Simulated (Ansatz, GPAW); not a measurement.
This is a calculation of NiO for Ansatz 0.2.0. 

The input input.yaml:

```yaml
crystal:
  lattice:
    - [0.0, 2.0859016414, 2.0859016414]
    - [2.0859016414, 0.0, 2.0859016414]
    - [2.0859016414, 2.0859016414, 0.0]
  atoms:
    - { symbol: Ni, position: [0.0, 0.0, 0.0], spin: 1.0 }
    - { symbol: O, position: [0.5, 0.5, 0.5] }
kpoints:
  mp_grid: { grid: [11, 11, 11] }
scf:
  occupations: { method: gaussian, width: 0.02 }
hamiltonian:
  xc: rpbe
  pseudopotentials: { kind: all_electron, lapw: { basis_error: 0.001 } }
magnetization:
  spin_polarized: true
output:
  forces: true
  stress: true
  eigenvalues: true
```

Potentials or basis: all-electron LAPW, scalar-relativistic.

Launch:

```bash
$ ansatz run input.yaml --threads 2 --pin off --max-ram 6144MiB --backend cpu --events-out ev --progress --plain --runs-dir out
```

**Question.** Set up the same calculation for GPAW 26.7.0 (ASE script). Potentials or basis there: the program's PAW data sets (release 1.2.1) made for this functional, cutoff 800 eV.

**Answer.** As run (cutoffs and basis follow the program's own potentials, and thresholds, step limits or extra output files can differ):

Contents of run.py:

```python
from ase import Atoms
from ase.dft.bandgap import bandgap
from ase.io import write
from ase.units import GPa
from gpaw import GPAW, PW

atoms = Atoms(['Ni', 'O'],
              cell=[[0.0, 2.0859016414, 2.0859016414],
                    [2.0859016414, 0.0, 2.0859016414],
                    [2.0859016414, 2.0859016414, 0.0]],
              scaled_positions=[[0.0, 0.0, 0.0],
                                [0.5, 0.5, 0.5]],
              pbc=True)
atoms.set_initial_magnetic_moments([1.0, 0.0])

calc = GPAW(mode=PW(800),
            xc='RPBE',
            kpts={'size': (11, 11, 11), 'gamma': True},
            occupations={'name': 'methfessel-paxton', 'order': 0, 'width': 0.02},
            nbands=22,
            convergence={'density': 1e-05, 'energy': 1e-05},
            maxiter=150,
            txt='gpaw.txt')
atoms.calc = calc
energy = atoms.get_potential_energy()
forces = atoms.get_forces()
stress = atoms.get_stress()
calc.write('gs.gpw')
write('result.traj', atoms)
print(f'Energy: {energy:.6f} eV')
print('Forces (eV/A):')
print(forces.round(4))
print('Stress (GPa):', (stress / GPa).round(3))
print('Moments:', calc.get_magnetic_moments().round(3))
print('Fermi level:', round(calc.get_fermi_level(), 4), 'eV')
print(f'Gap: {bandgap(calc)[0]:.4f} eV, direct: {bandgap(calc, direct=True)[0]:.4f} eV')
```

Potentials or basis: the program's PAW data sets (release 1.2.1) made for this functional, pw.

Run with:

```bash
$ OMP_NUM_THREADS=1 python run.py
```

Both were run:

|  | Ansatz | GPAW |
| --- | --- | --- |
| Pressure | 13.4 GPa | 17.7 GPa |
| Net moment | 1.85 μB per cell | 1.83 μB per cell |

Where Ansatz's input types no cutoff or centring, it takes its own default and a Γ-centred mesh.

The magnetic state is the one that the start led to; the real crystal's order can differ.

The two runs disagree by more than potentials and bases usually give (in gap, levels, pressure or energy); the cause wasn't traced.

The cell lies far from this level's equilibrium.

Pressure is positive in compression.
